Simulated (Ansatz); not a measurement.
# AlN: stiffness from strained cells

Aim: the elastic tensor from the stress of slightly strained cells, and the moduli that follow. Runs: reference run (LAPW and crystal datasets). Companion runs by PAW are cited.

The COD entry's cell or inner coordinates are ideal or old and differ from later refinements, so a difference from it is no clean test against experiment.

Method: DFT LDA, all-electron LAPW and all-electron PAW on datasets made for the crystal («crystal datasets»), scalar-relativistic unless said, in Ansatz 0.2.0.

### Step 1. The structure to begin with

It takes space group P6_3mc (No. 186, hexagonal). The conventional cell has a = 3.089 Å, b = 3.089 Å, c = 4.943 Å, α = 90.00°, β = 90.00°, γ = 120.00°. Al (site symmetry 3m) has 4 N at 1.88 to 1.89 Å as nearest neighbours. N (site symmetry 3m) has 4 Al at 1.88 to 1.89 Å as nearest neighbours.

Structure file:

```cif
data_structure
_symmetry_space_group_name_H-M 'P6_3mc'
_symmetry_Int_Tables_number 186
_cell_length_a 3.0888
_cell_length_b 3.0888
_cell_length_c 4.9433
_cell_angle_alpha 90.000
_cell_angle_beta 90.000
_cell_angle_gamma 120.000
_cell_volume 40.84
loop_
_atom_site_label
_atom_site_type_symbol
_atom_site_symmetry_multiplicity
_atom_site_Wyckoff_symbol
_atom_site_fract_x
_atom_site_fract_y
_atom_site_fract_z
_atom_site_occupancy
Al1 Al 2 b 0.33333 0.66667 0.99901 1
N1 N 2 b 0.33333 0.66667 0.38099 1
```

Cartesian axes are those of the input's lattice vectors. The structure goes back to a database entry.

### Step 2. Reference run, LAPW

The input, input.yaml:

```yaml
crystal:
  lattice:
    - [3.08877018995, 0.0, 0.0]
    - [-1.54438509497, 2.67495345095, 0.0]
    - [0.0, 0.0, 4.94326336468]
  atoms:
    - { symbol: Al, position: [0.333333333333, 0.666666666667, -0.000992572121] }
    - { symbol: Al, position: [0.666666666667, 0.333333333333, 0.499007427879] }
    - { symbol: "N", position: [0.333333333333, 0.666666666667, 0.380992572121] }
    - { symbol: "N", position: [0.666666666667, 0.333333333333, 0.880992572121] }
kpoints:
  mp_grid: { grid: [8, 8, 6] }
scf:
  occupations: { method: fixed }
hamiltonian:
  xc: lda
  pseudopotentials: { kind: all_electron, lapw: { basis_error: 0.0005 } }
elastic:
  mode: relaxed_ion
  stencil: two_point
  amplitude: 0.003
```

Started as:

```console
$ ansatz run input.yaml --threads 2 --pin off --max-ram 5120MiB --backend cpu --events-out ev --progress --plain --runs-dir out
```

Output:

```text
LAPW: plane waves up to 10.821 Å⁻¹, error target 5.0e-4 eV per atom; small_component_spin mean_spin; N in spheres of 0.868 Å, 7 of its electrons in bands, Dirac shells []; Al in spheres of 0.952 Å, 11 of its electrons in bands, Dirac shells [] (how accurate: hamiltonian.pseudopotentials.lapw.basis_error, Limitations)
Engine: ansatz 0.2.0
Pseudopotentials: kind: all_electron
Pseudopotential: Al, LAPW, valence charge 11, lapw/all_electron/scalar/gaussian/Al, Koelling and Harmon's equation, gaussian nucleus
Pseudopotential: N, LAPW, valence charge 7, lapw/all_electron/scalar/gaussian/N, Koelling and Harmon's equation, gaussian nucleus
Functional definition: SPW92
  exchange = slater_x
  correlation = pw_c
davidson cushion auto → on  (no smearing: the cushion is to keep the highest requested band from converging to the state above it; pin scf.eigensolver.cushion to override)
Crystal: 4 atoms, lattice volume = 40.843 Å³
Basis set: ecut = 446.1146401162121 eV, 857 PW (Γ), exchange–correlation at level 2
Bands: 22, of which v1, the nominal top of the filled ones, is band 18 counted from 1 (17 counted from 0)
Symmetry: 12 space group operations
Space group: P63mc (ITA 186), of the structure as read, at distance tolerance 3.4e-5 Å
k-points: 40 of 384 (time reversal used)
Non-local potential: Al, projectors of the file, none
Non-local potential: N, projectors of the file, none
Initial density: superposition of atomic densities (chi_scale 0.1, normalization cell, long waves kept (reshape's long-wave potential 0.00 eV rms))
Initial wavefunctions: plane waves of lowest kinetic energy (no species holds an atomic orbital)
Functional: x = slater, c = lda
iter 1 solved again at ethr=3.32e-2 eV; its pass at ethr=1.00e-1 eV (dr2=1.20e1 eV) is discarded
SCF iter   1: F=—  HF=-16137.324804 eV  |F-HF|=—  |Δ(HF+E_count)|=         —  Δρ=1.57e-1  dr2=1.20e1  ethr=3.32e-2  ⟨swp⟩=2.0  Hψ=6130  notcnv=0
preconditioner: auto → Resta (q_TF=auto, 2.672 Å⁻¹)  ε∞=3.5  [insulator: Δε(μ)=6.294 eV  Ē_g=14.812 eV  n_scr=22 (ndim 8)  ℏωp=23.2 eV  f_vac=0.000  ε∞_Penn≈3.5]
iter 2 solved again at ethr=1.26e-3 eV; its pass at ethr=3.32e-2 eV (dr2=4.52e-1 eV) is discarded
SCF iter   2: F=—  HF=-16132.488794 eV  |F-HF|=—  |Δ(HF+E_count)|=    4.84e0  Δρ=3.68e-2  dr2=4.51e-1  ethr=1.26e-3  ⟨swp⟩=2.0  Hψ=4728  notcnv=0  defer=1
SCF iter   3: F=—  HF=-16132.338351 eV  |F-HF|=—  |Δ(HF+E_count)|=         —  Δρ=2.68e-2  dr2=3.37e-1  ethr=1.25e-3  ⟨swp⟩=2.0  Hψ=2657  notcnv=0
the basis was enlarged: its passes take 115.0 KiB over the memory plan, 2 of 2 planned eigensolver slots
SCF iter   4: F=—  HF=-16132.260084 eV  |F-HF|=—  |Δ(HF+E_count)|=   7.83e-2  Δρ=7.97e-3  dr2=2.34e-2  ethr=9.35e-4  ⟨swp⟩=2.2  Hψ=2630  notcnv=0
SCF iter   5: F=—  HF=-16132.250730 eV  |F-HF|=—  |Δ(HF+E_count)|=   9.35e-3  Δρ=1.56e-3  dr2=9.05e-4  ethr=6.49e-5  ⟨swp⟩=2.0  Hψ=2644  notcnv=0
SCF iter   6: F=—  HF=-16132.250456 eV  |F-HF|=—  |Δ(HF+E_count)|=   2.74e-4  Δρ=2.90e-4  dr2=4.47e-5  ethr=2.51e-6  ⟨swp⟩=2.0  Hψ=2651  notcnv=0
SCF iter   7: F=—  HF=-16132.250457 eV  |F-HF|=—  |Δ(HF+E_count)|=   6.66e-7  Δρ=1.88e-5  dr2=1.31e-7  ethr=1.24e-7  ⟨swp⟩=3.0  Hψ=2816  notcnv=0
SCF iter   8: F=—  HF=-16132.250457 eV  |F-HF|=—  |Δ(HF+E_count)|=   1.68e-8  Δρ=3.81e-6  dr2=5.60e-9  ethr=3.63e-10  ⟨swp⟩=3.3  Hψ=3045  notcnv=0
SCF iter   9: F=—  HF=-16132.250457 eV  |F-HF|=—  |Δ(HF+E_count)|=  3.27e-11  Δρ=4.59e-7  dr2=7.89e-11  ethr=1.55e-11  ⟨swp⟩=3.0  Hψ=2846  notcnv=0
SCF iter  10: F=—  HF=-16132.250457 eV  |F-HF|=—  |Δ(HF+E_count)|=  1.46e-10  Δρ=9.56e-8  dr2=3.94e-12  ethr=5.38e-12 (applied; sched 1.00e-12)  ⟨swp⟩=2.0  Hψ=2648  notcnv=0
SCF iter  11: F=-16132.250457 eV  HF=-16132.250457 eV  |F-HF|=1.82e-12  |Δ(HF+E_count)|=  2.36e-11  Δρ=1.25e-8  dr2=5.40e-14  ethr=5.38e-12 (applied; sched 1.00e-12)  ⟨swp⟩=2.0  Hψ=2648  notcnv=0
SCF 1 converged in 11 iterations: F = -16132.250457 eV  dr2 = 5.40e-14
relax step   1: F+E_penalty+E_count = -16132.25045657 eV  Δ(F+E_penalty+E_count) = +0.000e0 eV  max|allowed force component| = 1.017e-3 eV/Å  Δτ_max = 0.0000 Å  (11 SCF iters, accepted)
Initial density: handed on by an earlier stage of this run
Initial wavefunctions: plane waves of lowest kinetic energy (no species holds an atomic orbital; no wavefunctions were taken with the density)
iter 1 solved again at ethr=1.32e-8 eV; its pass at ethr=1.00e-1 eV (dr2=4.76e-6 eV) is discarded
SCF iter   1: F=—  HF=-16132.250457 eV  |F-HF|=—  |Δ(HF+E_count)|=         —  Δρ=2.47e-6  dr2=2.49e-9  ethr=1.32e-8  ⟨swp⟩=6.5  Hψ=8640  notcnv=0
preconditioner: auto → Resta (q_TF=auto, 2.672 Å⁻¹)  ε∞=4.1  [insulator: Δε(μ)=4.417 eV  Ē_g=13.151 eV  n_scr=22 (ndim 8)  ℏωp=23.2 eV  f_vac=0.000  ε∞_Penn≈4.1]
SCF iter   2: F=—  HF=-16132.250457 eV  |F-HF|=—  |Δ(HF+E_count)|=   8.03e-9  Δρ=1.31e-6  dr2=7.03e-10  ethr=7.47e-12 (applied; sched 6.92e-12)  ⟨swp⟩=4.9  Hψ=3762  notcnv=0
iter 3 solved again at ethr=1.00e-12 eV; its pass at ethr=1.95e-12 eV (dr2=1.67e-11 eV) is discarded
SCF iter   3: F=—  HF=-16132.250457 eV  |F-HF|=—  |Δ(HF+E_count)|=  3.37e-10  Δρ=2.11e-7  dr2=1.64e-11  ethr=3.93e-12 (applied; sched 1.00e-12)  ⟨swp⟩=2.0  Hψ=4608  notcnv=0
SCF iter   4: F=—  HF=-16132.250457 eV  |F-HF|=—  |Δ(HF+E_count)|=  3.09e-11  Δρ=7.86e-8  dr2=2.35e-12  ethr=5.38e-12 (applied; sched 1.00e-12)  ⟨swp⟩=2.0  Hψ=2648  notcnv=0
SCF iter   5: F=—  HF=-16132.250457 eV  |F-HF|=—  |Δ(HF+E_count)|=  2.91e-11  Δρ=2.04e-8  dr2=1.24e-13  ethr=5.38e-12 (applied; sched 1.00e-12)  ⟨swp⟩=2.0  Hψ=2648  notcnv=0
SCF iter   6: F=-16132.250457 eV  HF=-16132.250457 eV  |F-HF|=5.46e-12  |Δ(HF+E_count)|=  4.00e-11  Δρ=6.97e-9  dr2=1.54e-14  ethr=5.38e-12 (applied; sched 1.00e-12)  ⟨swp⟩=2.0  Hψ=2648  notcnv=0
SCF 2 converged in 6 iterations: F = -16132.250457 eV  dr2 = 1.54e-14
relax step   2: F+E_penalty+E_count = -16132.25045660 eV  Δ(F+E_penalty+E_count) = -3.531e-8 eV  max|allowed force component| = 7.542e-4 eV/Å  Δτ_max = 0.0000 Å  (6 SCF iters, accepted)
Initial wavefunctions: those handed on with the density
iter 1 solved again at ethr=2.94e-11 eV; its pass at ethr=1.00e-1 eV (dr2=1.06e-8 eV) is discarded
SCF iter   1: F=—  HF=-16132.250457 eV  |F-HF|=—  |Δ(HF+E_count)|=         —  Δρ=7.08e-6  dr2=2.04e-8  ethr=2.94e-11  ⟨swp⟩=4.8  Hψ=5209  notcnv=0
SCF iter   2: F=—  HF=-16132.250457 eV  |F-HF|=—  |Δ(HF+E_count)|=   1.37e-8  Δρ=3.77e-6  dr2=5.82e-9  ethr=2.94e-11  ⟨swp⟩=3.0  Hψ=2744  notcnv=0
iter 3 solved again at ethr=1.00e-12 eV; its pass at ethr=1.62e-11 eV (dr2=1.15e-10 eV) is discarded
SCF iter   3: F=—  HF=-16132.250457 eV  |F-HF|=—  |Δ(HF+E_count)|=   2.54e-9  Δρ=5.66e-7  dr2=1.16e-10  ethr=3.93e-12 (applied; sched 1.00e-12)  ⟨swp⟩=2.0  Hψ=4884  notcnv=0
SCF iter   4: F=—  HF=-16132.250457 eV  |F-HF|=—  |Δ(HF+E_count)|=  5.09e-11  Δρ=7.69e-8  dr2=1.87e-12  ethr=5.38e-12 (applied; sched 1.00e-12)  ⟨swp⟩=2.0  Hψ=2648  notcnv=0
SCF iter   5: F=—  HF=-16132.250457 eV  |F-HF|=—  |Δ(HF+E_count)|=  7.28e-12  Δρ=4.01e-8  dr2=6.04e-13  ethr=5.38e-12 (applied; sched 1.00e-12)  ⟨swp⟩=2.0  Hψ=2648  notcnv=0
SCF iter   6: F=-16132.250457 eV  HF=-16132.250457 eV  |F-HF|=5.46e-12  |Δ(HF+E_count)|=  7.28e-12  Δρ=1.25e-8  dr2=6.04e-14  ethr=5.38e-12 (applied; sched 1.00e-12)  ⟨swp⟩=2.0  Hψ=2648  notcnv=0
SCF 3 converged in 6 iterations: F = -16132.250457 eV  dr2 = 6.04e-14
relax step   3: F+E_penalty+E_count = -16132.25045665 eV  Δ(F+E_penalty+E_count) = -4.300e-8 eV  max|allowed force component| = 1.788e-8 eV/Å  Δτ_max = 0.0000 Å  (6 SCF iters, accepted)
[... 23 lines left out ...]
relax step   1: F+E_penalty+E_count = -16132.24990571 eV  Δ(F+E_penalty+E_count) = +0.000e0 eV  max|allowed force component| = 3.336e-2 eV/Å  Δτ_max = 0.0000 Å  (7 SCF iters, accepted)
[... 12 lines left out ...]
relax step   2: F+E_penalty+E_count = -16132.24997920 eV  Δ(F+E_penalty+E_count) = -7.349e-5 eV  max|allowed force component| = 1.584e-2 eV/Å  Δτ_max = 0.0022 Å  (8 SCF iters, accepted)
[... 13 lines left out ...]
relax step   3: F+E_penalty+E_count = -16132.25032366 eV  Δ(F+E_penalty+E_count) = -3.741e-7 eV  max|allowed force component| = 3.536e-5 eV/Å  Δτ_max = 0.0001 Å  (6 SCF iters, accepted)
[... 15 lines left out ...]
relax step   1: F+E_penalty+E_count = -16132.25030581 eV  Δ(F+E_penalty+E_count) = +0.000e0 eV  max|allowed force component| = 1.690e-2 eV/Å  Δτ_max = 0.0000 Å  (8 SCF iters, accepted)
[... 11 lines left out ...]
relax step   2: F+E_penalty+E_count = -16132.25032364 eV  Δ(F+E_penalty+E_count) = -1.783e-5 eV  max|allowed force component| = 5.978e-4 eV/Å  Δτ_max = 0.0006 Å  (8 SCF iters, accepted)
[... 8 lines left out ...]
relax step   3: F+E_penalty+E_count = -16132.25032366 eV  Δ(F+E_penalty+E_count) = -1.804e-8 eV  max|allowed force component| = 2.071e-4 eV/Å  Δτ_max = 0.0000 Å  (6 SCF iters, accepted)
SCF iter   1: F=—  HF=-16132.250324 eV  |F-HF|=—  |Δ(HF+E_count)|=         —  Δρ=1.82e-6  dr2=1.57e-9  ethr=4.28e-11  ⟨swp⟩=3.6  Hψ=9688  notcnv=0
iter 2 solved again at ethr=1.00e-12 eV; its pass at ethr=4.35e-12 eV (dr2=1.06e-10 eV) is discarded
SCF iter   2: F=—  HF=-16132.250324 eV  |F-HF|=—  |Δ(HF+E_count)|=   6.77e-9  Δρ=5.35e-7  dr2=1.06e-10  ethr=3.93e-12 (applied; sched 1.00e-12)  ⟨swp⟩=2.0  Hψ=13897  notcnv=0
SCF iter   3: F=—  HF=-16132.250324 eV  |F-HF|=—  |Δ(HF+E_count)|=  4.18e-11  Δρ=2.05e-7  dr2=2.19e-11  ethr=5.38e-12 (applied; sched 1.00e-12)  ⟨swp⟩=2.0  Hψ=7564  notcnv=0
SCF iter   4: F=—  HF=-16132.250324 eV  |F-HF|=—  |Δ(HF+E_count)|=  1.27e-11  Δρ=9.17e-8  dr2=1.90e-12  ethr=5.38e-12 (applied; sched 1.00e-12)  ⟨swp⟩=2.0  Hψ=7564  notcnv=0
SCF iter   5: F=—  HF=-16132.250324 eV  |F-HF|=—  |Δ(HF+E_count)|=  1.46e-11  Δρ=3.04e-8  dr2=5.32e-13  ethr=5.38e-12 (applied; sched 1.00e-12)  ⟨swp⟩=2.0  Hψ=7564  notcnv=0
SCF iter   6: F=-16132.250324 eV  HF=-16132.250324 eV  |F-HF|=1.09e-11  |Δ(HF+E_count)|=  3.64e-12  Δρ=5.49e-9  dr2=8.38e-15  ethr=5.38e-12 (applied; sched 1.00e-12)  ⟨swp⟩=2.0  Hψ=7564  notcnv=0
SCF 30 converged in 6 iterations: F = -16132.250324 eV  dr2 = 8.38e-15
relax step   4: F+E_penalty+E_count = -16132.25032366 eV  Δ(F+E_penalty+E_count) = -2.601e-9 eV  max|allowed force component| = 7.631e-7 eV/Å  Δτ_max = 0.0000 Å  (6 SCF iters, accepted)
iter 1 solved again at ethr=1.00e-12 eV; its pass at ethr=1.00e-1 eV (dr2=8.30e-15 eV) is discarded
SCF iter   1: F=—  HF=-16132.250324 eV  |F-HF|=—  |Δ(HF+E_count)|=         —  Δρ=5.47e-9  dr2=8.01e-15  ethr=3.93e-12 (applied; sched 1.00e-12)  ⟨swp⟩=2.0  Hψ=10642  notcnv=0
SCF iter   2: F=-16132.250324 eV  HF=-16132.250324 eV  |F-HF|=5.46e-12  |Δ(HF+E_count)|=   6.06e-9  Δρ=2.71e-9  dr2=1.67e-15  ethr=5.38e-12 (applied; sched 1.00e-12)  ⟨swp⟩=2.0  Hψ=7564  notcnv=0
SCF 31 converged in 2 iterations: F = -16132.250324 eV  dr2 = 1.67e-15
SCF converged after 5 iterations
Free energy (F): -16132.250457 eV
Harris-Foulkes:  -16132.250457 eV  (|F-HF|=0.00e0)
Internal energy: -16132.250457 eV  (E = F + TS)
E sigma→0 (E₀):  -16132.250457 eV
Fermi energy:    8.673499 eV
--- Per-component energies (eV) ---
  E_band       = -2393.011688
  E_kinetic    = 16131.584812
  E_xc         = -1323.367625
  E_electrostatic = -30940.467644  (all electrons and nuclei)
  E_smearing   = -0.000000  (= −TS)
  E_closure    = 0.000000  (closes the sum)
  E_atoms      = -16099.369876  (free atoms, spherical and without spin; not in F)
  Σ components = -16132.250457   (vs F -16132.250457, Δ=0.00e0)
  Basis errors (estimates in eV, not in F): energy 2.4e-4 per atom: plane waves 2.2e-4 (1.3e-4 summed), levels above the bands 0.0e0, relativity 1.0e-8, radial functions 2.1e-5, core shells 1.6e-11; eigenvalues (radial functions only) 8.1e-7; not estimated: angular momenta, meshes, grids; target (lapw.basis_error) 5.0e-4; muffin-tin radii N 0.868 Å, Al 0.952 Å
--- Forces (eV/Å), atoms counted from 1 ---
  atom   1  Al     0.00000000    -0.00000000    -0.00000002
  atom   2  Al    -0.00000000     0.00000000    -0.00000002
  atom   3  N      0.00000000    -0.00000000     0.00000002
  atom   4  N     -0.00000000     0.00000000     0.00000002
  max |Σ_I F_I| component: 1.36e-8 eV/Å
--- Stress (GPa, compression-positive) ---
        0.005198      -0.000000      -0.000000
       -0.000000       0.005198       0.000000
       -0.000000       0.000000       0.020370
  P = ⅓ Tr σ = 0.0103 GPa (0.103 kbar)
--- Band table (eV; the first three rows and the last of 40) ---
  k-point 0: bands = ["-361.5163", "-361.5163", "-90.9401", "-90.9388", "-53.1558", "-53.1432", "-53.1370", "-53.1370", "-53.1348", "-53.1348", "-6.5036", "-4.2098", "2.5244", "7.7841", "7.7841", "8.4462", "8.4462", "8.6735", "13.0906", "15.4001", "19.3302", "19.7779"]
  k-point 1: bands = ["-361.5163", "-361.5163", "-90.9400", "-90.9389", "-53.1550", "-53.1441", "-53.1369", "-53.1369", "-53.1350", "-53.1350", "-6.3920", "-4.4376", "2.9178", "7.8261", "7.8261", "8.0752", "8.3994", "8.3994", "13.5671", "15.4744", "19.1497", "19.7454"]
  k-point 2: bands = ["-361.5163", "-361.5163", "-90.9397", "-90.9391", "-53.1527", "-53.1464", "-53.1365", "-53.1365", "-53.1354", "-53.1354", "-6.0678", "-4.9718", "3.9379", "6.7730", "7.9423", "7.9423", "8.2734", "8.2734", "14.4949", "15.5611", "18.8513", "19.7963"]
  k-point 39: bands = ["-361.5163", "-361.5163", "-90.9387", "-90.9387", "-53.1503", "-53.1503", "-53.1418", "-53.1418", "-53.1401", "-53.1401", "-3.8229", "-3.8229", "3.5206", "3.5206", "5.0650", "5.0650", "7.8241", "7.8241", "15.5017", "15.5017", "17.1136", "17.1136"]
--- Elastic constants: 3 strain directions × 2 members + reference (group order 12) ---
  dense FFT box of the reference and of every strained cell: 24×24×36
  strains applied: 11, 33, 23; error gains: componentwise 1.00 (the most a stress slope's error grows in a printed constant), spectral 1.41 (1 for all six strains in a standard setting)
  reference relaxed by the batch: 3 steps; max|allowed force component| 1.02e-3 eV/Å at the deck's positions, 1.79e-8 at the last accepted step, 2.13e-8 by the solve of record
  largest displacement 3.9e-5 Å; the constants are those of the deck's cell at these positions:
  atoms:
    - { symbol: Al, position: [0.33333333333333337, 0.6666666666666669, -0.000984743884931603] }
    - { symbol: Al, position: [0.6666666666666667, 0.3333333333333334, 0.4990152561150684] }
    - { symbol: N, position: [0.33333333333333337, 0.6666666666666669, 0.38098474388493164] }
    - { symbol: N, position: [0.6666666666666667, 0.3333333333333334, 0.8809847438849315] }
  C = ∂σ_k/∂η_j (tension-positive GPa; Voigt order 11 22 33 23 13 12):
       396.591    143.588    112.372     -0.000      0.000     -0.000
       143.588    396.591    112.372     -0.000      0.000     -0.000
       112.375    112.375    370.027      0.000     -0.000     -0.000
         0.000     -0.000     -0.000    115.923     -0.000     -0.000
        -0.000      0.000      0.000     -0.000    115.923      0.000
         0.000      0.000      0.000      0.000     -0.000    126.501
  reference stress σ⁰ (GPa):     -0.005     -0.005     -0.020     -0.000      0.000      0.000
  no Pulay correction (none for the plane-wave cutoff is built on LAPW): the batch's stresses and constants are at fixed plane waves
  C* (energy form; C + prestress term) asymmetry max|C*_kj − C*_jk| = 1.299e-2 GPa — a small one proves nothing (zero by symmetry where the batch's group is 432, −43m or m−3m); a large one is finite-difference/SCF noise where every solve meets its electron count
  moduli (Voigt/Reuss/Hill, GPa): K = 211.10/210.20/210.65   G = 124.66/124.02/124.34   E = 311.69   ν = 0.253
  mechanically stable: yes (min eigenvalue of sym C = 115.92 GPa)
  where every solve meets its electron count the energy-path curvature estimates C_jj along a normal strain and C_jj − ¼(σ⁰_aa + σ⁰_bb) along a shear (ab), closely only under elastic.basis: deformed
  strain η (Voigt 11):  stress-route row diagonal C_11 = 396.59 GPa, energy-path curvature d²(F+E_count)/dδ²/Ω₀ = 396.58 GPa
         δ    σ_11 (GPa)             F (eV)   n_scf  n_hpsi   n_pw
    -3.000e-3      -1.2033      -16132.2499957       2   13822    890   relax 5 steps, max|allowed force component| 3.54e-5 eV/Å
     3.000e-3       1.1762      -16132.2500077       2   13849    890   relax 3 steps, max|allowed force component| 4.03e-5 eV/Å
  strain η (Voigt 33):  stress-route row diagonal C_33 = 370.03 GPa, energy-path curvature d²(F+E_count)/dδ²/Ω₀ = 370.05 GPa
         δ    σ_33 (GPa)             F (eV)   n_scf  n_hpsi   n_pw
    -3.000e-3      -1.1295      -16132.2500169       2    6577    890   relax 3 steps, max|allowed force component| 5.30e-6 eV/Å
     3.000e-3       1.0907      -16132.2500474       2    6590    890   relax 3 steps, max|allowed force component| 6.88e-6 eV/Å
  strain η (Voigt 23):  stress-route row diagonal C_44 = 115.92 GPa, energy-path curvature d²(F+E_count)/dδ²/Ω₀ = 115.93 GPa
         δ    σ_23 (GPa)             F (eV)   n_scf  n_hpsi   n_pw
    -3.000e-3      -0.3478      -16132.2503237       2   18812    890   relax 3 steps, max|allowed force component| 3.54e-5 eV/Å
     3.000e-3       0.3478      -16132.2503237       2   18806    890   relax 4 steps, max|allowed force component| 7.63e-7 eV/Å
```

It took 10 min on 2 threads of Arm Neoverse V1, shared host; peak memory 0.63 GiB.

C in GPa (Voigt order xx, yy, zz, yz, xz, xy):

```
396.6 143.6 112.4   0.0   0.0   0.0
143.6 396.6 112.4   0.0   0.0   0.0
112.4 112.4 370.0   0.0   0.0   0.0
  0.0   0.0   0.0 115.9   0.0   0.0
  0.0   0.0   0.0   0.0 115.9   0.0
  0.0   0.0   0.0   0.0   0.0 126.5
```

(Part 1 of 2 ends here.)
